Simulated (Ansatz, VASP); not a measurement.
**One calculation of Ni, two programs**

POSCAR

```
Ni
1.0
    0.0000000000      1.7380692641      1.7380692641
    1.7380692641      0.0000000000      1.7380692641
    1.7380692641      1.7380692641      0.0000000000
Ni
1
Direct
    0.0000000000      0.0000000000      0.0000000000
```

INCAR.step1

```
SYSTEM = Ni
PREC = Accurate
ENCUT = 520
ISMEAR = -1
SIGMA = 0.05
LREAL = .False.
LASPH = .True.
NELM = 150
ISPIN = 2
MAGMOM = 0.807
LMAXMIX = 4
NBANDS = 15
GGA = PE
ALGO = Normal
EDIFF = 1E-4
LWAVE = .True.
LCHARG = .False.
```

Contents of INCAR.step2:

```
SYSTEM = Ni
PREC = Accurate
ENCUT = 520
EDIFF = 1E-6
ISMEAR = -1
SIGMA = 0.05
LREAL = .False.
LASPH = .True.
NELM = 150
ALGO = Normal
ISIF = 2
LWAVE = .False.
LCHARG = .False.
ISPIN = 2
MAGMOM = 0.807
LORBIT = 11
LMAXMIX = 4
METAGGA = R2SCAN
LMIXTAU = .True.
NBANDS = 15
ISTART = 1
```

Contents of KPOINTS:

```
Automatic mesh
0
Gamma
  4 4 4
  0 0 0
```

Input for Ansatz:

```yaml
crystal:
  lattice:
    - [0.0, 1.7380692641, 1.7380692641]
    - [1.7380692641, 0.0, 1.7380692641]
    - [1.7380692641, 1.7380692641, 0.0]
  atoms:
    - { symbol: Ni, position: [0.0, 0.0, 0.0], spin: 0.807 }
hamiltonian:
  xc: r2scan
  pseudopotentials:
    kind: paw
    azcp:
      Ni: "pseudopotentials/Ni.paw.azcp"
basis:
  ecutwfc: 500
  fft_grid_basis: typed
kpoints:
  mp_grid: { grid: [4, 4, 4], shift: [0, 0, 0] }
magnetization:
  spin_polarized: true
scf:
  occupations: { method: fermi_dirac, width: 0.05 }
  lower_state_search: "off"
output:
  stress: true
  write_density: true
  write_potential: true
  elf: true
  volumetric_format: npy
```

Alike in both runs: task single point; functional r2SCAN; k mesh 4 × 4 × 4; occupations fermi-dirac, width 0.05 eV; collinear spin.

```csv
,VASP,Ansatz
version,VASP 6.6.1,Ansatz 0.2.0
potentials or method,"VASP PAW PBE potentials, release 64 (Ni)","plane waves (500 eV) with PAW, scalar-relativistic"
plane-wave cutoff (eV),520,500
valence electrons in the cell,10,18
```

|  | VASP | Ansatz | Ansatz less VASP |
| --- | --- | --- | --- |
| pressure (GPa) | -3.8 | -4.3 | -0.46 |
| net moment per atom (μB) | 0.59 | 0.59 | 0.000 |
| size of the moment on the site where the two differ most (μB) | 0.61 | 0.66 | +0.046 |

Site moments also hang on the region over which each program counts them. With one functional, cell and mesh, what is left measures potentials, basis and numerics. The two sets of potentials don't hold the same shells in valence. Ansatz warned: «stability_check_not_made».

Caveats: the k mesh is coarse (spacing up to 0.78 Å⁻¹), so the values aren't converged; the PAW data sets were made with another functional, which shifts forces and pressure a little (VASP).
